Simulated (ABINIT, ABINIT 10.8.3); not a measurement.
# Lattice constant of rock-salt LuSb: PBEsol falls about 1 % short of the quoted value

## Starting point

The reference is the cubic lattice constant of LuSb, $a = 6.06$ Å, given in "Electronic structure of RSb (R = Y, Ce, Gd, Dy, Ho, Tm, Lu) studied by angle-resolved photoemission spectroscopy" (2017, arXiv:1704.06237). That work is a photoemission study, and the lattice constant in it is quoted from earlier literature. The temperature is not given with the value. For a bulk rock-salt compound of this kind, X-ray diffraction at room temperature is the likely origin, but this is a presumption. The number is also probably rounded, so differences of a few thousandths of an ångström from it carry no weight.

| compared with | measured | source's wording or label | method |
| --- | --- | --- | --- |
| a (Å) | 6.06 | cubic lattice constant | quoted from earlier literature |

Conditions are those given with the value in the passage it was taken from; "not stated" means there, and the paper may say more elsewhere. The values are a selection: others may have been left out beforehand as unlike or outlying.

## Choices

The aim is the equilibrium lattice constant of LuSb in its rock-salt phase, with two atoms in the primitive cell. Symmetry fixes both atomic positions, which leaves $a$ as the only structural freedom. The starting cell, $a = 6.079$ Å, comes from an earlier theoretical relaxation and lies 0.019 Å above the measured value; it serves as a starting point and not as a second reference.

Success is set at agreement within 0.5 %, about 0.03 Å. This is tight enough to expose the usual error of LDA, which tends to shorten lattice constants by a per cent or more, and wide enough to accommodate a rounded reference and the neglect of temperature. The calculation gives a static lattice; thermal and zero-point expansion would lengthen it by roughly 0.2 to 0.3 % at room temperature.

PBEsol is the natural choice for the lattice constant of a dense solid with a filled 4f shell. LuSb is a nearly compensated semimetal, and semilocal functionals tend to exaggerate its band overlap, but the pockets hold few carriers and should have little influence on the bonding. They do call for a reasonably dense k mesh, so the series starts at 8×8×8. The PAW datasets were generated for PBE, which makes a comparison with another family of potentials desirable. The work starts with convergence in mesh and cutoff, then turns to the potentials, spin-orbit coupling and LDA as a neighbouring level.

System: LuSb (lutetium monoantimonide), rock salt; Fm-3m (No. 225), 2 atoms in the primitive cell; the database structure is a structure relaxed by earlier theory, not a measurement: a = 6.079 Å; structure from the Materials Project.

On the selection of runs and values: Further runs on this system are not shown.

## 1. PBEsol with mesh and cutoff tests

The PBEsol relaxation with PAW datasets at 20 Ha and an 8×8×8 mesh is the central run. Two companions each change one setting towards the tighter side: the mesh to 10×10×10, and the cutoff to 26 Ha. Both shifts are expected to be small against the 0.03 Å tolerance.

**Run 1.** ABINIT 10.8.3: PBEsol, JTH PAW datasets, cell and atoms relaxed from the database structure, cutoff 20 Ha, 8x8x8 k mesh, Gaussian smearing 0.1 eV; PBE datasets.

Key lines of the input:
```
# potential files: JTH PAW datasets, made for PBE
ecut 20
pawecutdg 40
ecutsm 0.5
dilatmx 1.06
optcell 2
ionmov 2
ntime 50
tolmxf 5.0d-5
ixc -116133
ngkpt 8 8 8
shiftk 0.0 0.0 0.0
occopt 7
tsmear 0.1 eV
nband 29
nstep 80
tolvrs 1.0d-10
pseudos "Lu.xml, Sb.xml"
ntypat 2
znucl 71 51
natom 2
typat 1 2
# ... acell, rprim, xred
```

Command:
```
OMP_NUM_THREADS=1 mpirun -n 4 abinit run.abi > run.log
```

Selected lines of the output:
```
            acell      8.0162230364E+00  8.0162230364E+00  8.0162230364E+00 Bohr
```

Converged; 2.3 min on 4 cores of Arm Neoverse V1, shared host.

**Run 2.** ABINIT 10.8.3: PBEsol, JTH PAW datasets, cell and atoms relaxed from the database structure, cutoff 20 Ha, 10x10x10 k mesh, Gaussian smearing 0.1 eV; PBE datasets.

Key lines of the input, as changed from run 1:
```diff
- ngkpt 8 8 8
+ ngkpt 10 10 10
```

Selected lines of the output:
```
            acell      8.0102555491E+00  8.0102555491E+00  8.0102555491E+00 Bohr
```

Converged; 3.4 min on the same hardware.

**Run 3.** ABINIT 10.8.3: PBEsol, JTH PAW datasets, cell and atoms relaxed from the database structure, cutoff 26 Ha, 8x8x8 k mesh, Gaussian smearing 0.1 eV; PBE datasets.

Key lines of the input, as changed from run 1:
```diff
- ecut 20
- pawecutdg 40
+ ecut 26
+ pawecutdg 52
```

Selected lines of the output:
```
 At Broyd/MD step   4, gradients are converged :
-Cartesian components of stress tensor (GPa)         [Pressure= -3.4167E-03 GPa]
            acell      8.0138133550E+00  8.0138133550E+00  8.0138133550E+00 Bohr
            rprim      0.0000000000E+00  7.0710678119E-01  7.0710678119E-01
                       7.0710678119E-01  0.0000000000E+00  7.0710678119E-01
                       7.0710678119E-01  7.0710678119E-01  0.0000000000E+00
```

Converged; 4.5 min on the same hardware.

| quantity | run 1 | run 2 | run 3 | measured |
| --- | --- | --- | --- | --- |
| a (Å) | 5.999 | 5.995 | 5.997 | 6.06 |
| conventional cell volume (Å³) | 215.90 | 215.42 | 215.71 |  |
| final pressure (GPa) | −0.00125 | −0.00545 | −0.00342 |  |

The central run gives $a = 5.999$ Å, 0.061 Å or 1.0 % below the measured 6.06 Å and twice the tolerance. The denser mesh shortens the lattice constant by 0.004 Å and the higher cutoff by 0.002 Å. Both shifts are small against the miss, and both widen it slightly. Thermal and zero-point expansion has the right sign to help, but at the size estimated above it would leave the result outside the target.

PBEsol usually does better than this for dense solids, so the potentials come under suspicion before the functional does. A lutetium dataset made for PBE and used with PBEsol is one possible source of error, and the description of the lutetium shells in the dataset is another.

## 2. Other potentials, spin-orbit coupling and LDA

A PBEsol relaxation with PseudoDojo norm-conserving potentials tests whether the short lattice constant belongs to the PAW datasets. Its mesh is 6×6×6, so a difference of a few thousandths of an ångström from the PAW result could not be assigned to the potentials; one of several hundredths would most likely come from them. Spin-orbit coupling is added to the central PAW run because both elements are heavy, though only a small effect on $a$ is expected. LDA with the same PAW family supplies the neighbouring level and should give a still shorter lattice constant.

**Run 4.** ABINIT 10.8.3: PBEsol, PseudoDojo norm-conserving potentials, cell and atoms relaxed from the database structure, cutoff 50 Ha, 6x6x6 k mesh, Gaussian smearing 0.1 eV.

Key lines of the input:
```
# potential files: PseudoDojo norm-conserving potentials, made for PBEsol
ecut 50
ecutsm 0.5
dilatmx 1.06
optcell 2
ionmov 2
ntime 50
tolmxf 5.0d-5
ngkpt 6 6 6
shiftk 0.0 0.0 0.0
occopt 7
tsmear 0.1 eV
nband 29
nstep 80
tolvrs 1.0d-10
pseudos "Lu.upf, Sb.upf"
ntypat 2
znucl 71 51
natom 2
typat 1 2
# ... acell, rprim, xred
```

Selected lines of the output:
```
            acell      8.0114740099E+00  8.0114740099E+00  8.0114740099E+00 Bohr
```

Converged; 3.5 min on the same hardware.

**Run 5.** ABINIT 10.8.3: PBEsol with spin-orbit coupling, JTH PAW datasets, cell and atoms relaxed from the database structure, cutoff 20 Ha, 8x8x8 k mesh, Gaussian smearing 0.1 eV; kptopt 4; PBE datasets.

Key lines of the input, as changed from run 1:
```diff
- nband 29
+ nband 58
+ nspinor 2
+ pawspnorb 1
+ kptopt 4
```

Converged; 9.7 min on the same hardware.

**Run 6.** ABINIT 10.8.3: LDA, JTH PAW datasets, cell and atoms relaxed from the database structure, cutoff 20 Ha, 8x8x8 k mesh, Gaussian smearing 0.1 eV.

Key lines of the input, as changed from run 1:
```diff
- # potential files: JTH PAW datasets, made for PBE
+ # potential files: JTH PAW datasets, made for LDA
- ixc -116133
```

Selected lines of the output:
```
 At Broyd/MD step   5, gradients are converged :
-Cartesian components of stress tensor (GPa)         [Pressure= -2.3176E-04 GPa]
            acell      7.9241855495E+00  7.9241855495E+00  7.9241855495E+00 Bohr
            rprim      0.0000000000E+00  7.0710678119E-01  7.0710678119E-01
                       7.0710678119E-01  0.0000000000E+00  7.0710678119E-01
                       7.0710678119E-01  7.0710678119E-01  0.0000000000E+00
```

Converged; 2.4 min on the same hardware.

| quantity | run 4 | run 5 | run 6 | measured |
| --- | --- | --- | --- | --- |
| a (Å) | 5.996 | 5.992 | 5.930 | 6.06 |
| conventional cell volume (Å³) | 215.52 | 215.13 | 208.55 |  |
| final pressure (GPa) | −0.00362 | −0.00281 | −0.00023 |  |

The norm-conserving potentials, made for PBEsol, give $a = 5.996$ Å, within 0.004 Å of the central PAW run. The suspicion against the PBE-made PAW datasets is therefore not borne out: a mismatch large enough to explain the miss would have shown up as a difference of several hundredths of an ångström, and the small mesh shift seen in run 2 makes it unlikely that the coarser 6×6×6 mesh hides one. An error common to both families of potentials is not excluded.

The run with spin-orbit coupling gives 5.992 Å, 0.007 Å shorter than the central run. The doubled number of bands and the changed symmetry treatment of the k points in its input go with the spinor wavefunctions and should not move the lattice constant by themselves. The shift is small and widens the miss. LDA gives 5.930 Å, 2.1 % below the measured value and about twice as far off as PBEsol, in line with its usual overbinding.

The PBEsol results of runs 1 to 5 lie between 5.992 and 5.999 Å, outside the 0.5 % target. The changes of mesh, cutoff, potentials and relativistic treatment each move the lattice constant by less than 0.01 Å, against a miss of at least 0.061 Å.

## Table of results

| run | settings | a (Å) | deviation | cost |
| --- | --- | --- | --- | --- |
| 1 | PBEsol, JTH PAW datasets, cutoff 20 Ha, 8x8x8 k mesh, PBE datasets | 5.999 | −0.061 (−1.0 %) | 9.1 core-min |
| 2 | PBEsol, JTH PAW datasets, cutoff 20 Ha, 10x10x10 k mesh, PBE datasets | 5.995 | −0.065 (−1.1 %) | 14 core-min |
| 3 | PBEsol, JTH PAW datasets, cutoff 26 Ha, 8x8x8 k mesh, PBE datasets | 5.997 | −0.063 (−1.0 %) | 18 core-min |
| 4 | PBEsol, PseudoDojo norm-conserving potentials, cutoff 50 Ha, 6x6x6 k mesh | 5.996 | −0.064 (−1.1 %) | 14 core-min |
| 5 | PBEsol with spin-orbit coupling, JTH PAW datasets, cutoff 20 Ha, 8x8x8 k mesh, kptopt 4, PBE datasets | 5.992 | −0.068 (−1.1 %) | 39 core-min |
| 6 | LDA, JTH PAW datasets, cutoff 20 Ha, 8x8x8 k mesh | 5.930 | −0.130 (−2.1 %) | 9.5 core-min |
|  | measured | 6.06 |  |  |

Further runs on the same system, made beside this series (convergence steps with loose settings among them):

| further | settings | a (Å) | deviation | cost |
| --- | --- | --- | --- | --- |
| F1 | PBEsol, JTH PAW datasets, cutoff 14 Ha, 8x8x8 k mesh, PBE datasets | 6.001 | −0.059 (−1.0 %) | 7.1 core-min |
| F2 | PBEsol, JTH PAW datasets, cutoff 20 Ha, 4x4x4 k mesh, PBE datasets | 6.003 | −0.057 (−0.9 %) | 2.5 core-min |
|  | measured | 6.06 |  |  |

## Judgement

The PBEsol calculation misses the target. The central PAW run gives $a = 5.999$ Å, 1.0 % below the measured 6.06 Å where 0.5 % was allowed, at a cost of 9.1 core-minutes. Static values should be lengthened by roughly 0.2 to 0.3 % for thermal and zero-point motion if the reference is a room-temperature one; that reduces the miss but does not remove it.

The numerical settings do not explain the rest. Across the meshes and cutoffs tried, including the looser ones, the PBEsol results with PAW datasets and without spin-orbit coupling stay between 5.995 and 6.003 Å. The mesh still moves the last few thousandths of an ångström, but its densest setting lies further from experiment. The most useful check was the change to norm-conserving potentials made for PBEsol: their 5.996 Å makes the PBE-made PAW datasets an unlikely cause. The run with spin-orbit coupling was the most expensive and shortened the lattice constant by only 0.007 Å. LDA, at 2.1 % below the measurement, shows the stronger overbinding expected of it.

What remains may be overbinding by PBEsol in this compound, possibly connected with its treatment of the filled 4f shell, but a test that isolates this is not shown in this report. An error shared by both families of potentials is also possible. The reference itself is a second-hand, probably rounded value without a temperature. Rounding alone would hardly account for the gap, yet a single quoted number cannot settle how much of it belongs to the functional. A comparison with plain PBE, which usually gives longer lattice constants than PBEsol, would be a natural complement; it is not shown in this report.

[Logs are printed without paths, hosts, clocks, repeated set-up lines and the standing remarks that a program may print on its own settings, such as how far it seeks lower states.]

[The runs shown are a pick from a larger set of finished runs; failed, doubtful and other runs were left out of it ahead of writing. So were measured values far from every level or from commonly accepted values, and agreement can look better than it is. Lines of input and output are excerpts and may be shortened.]
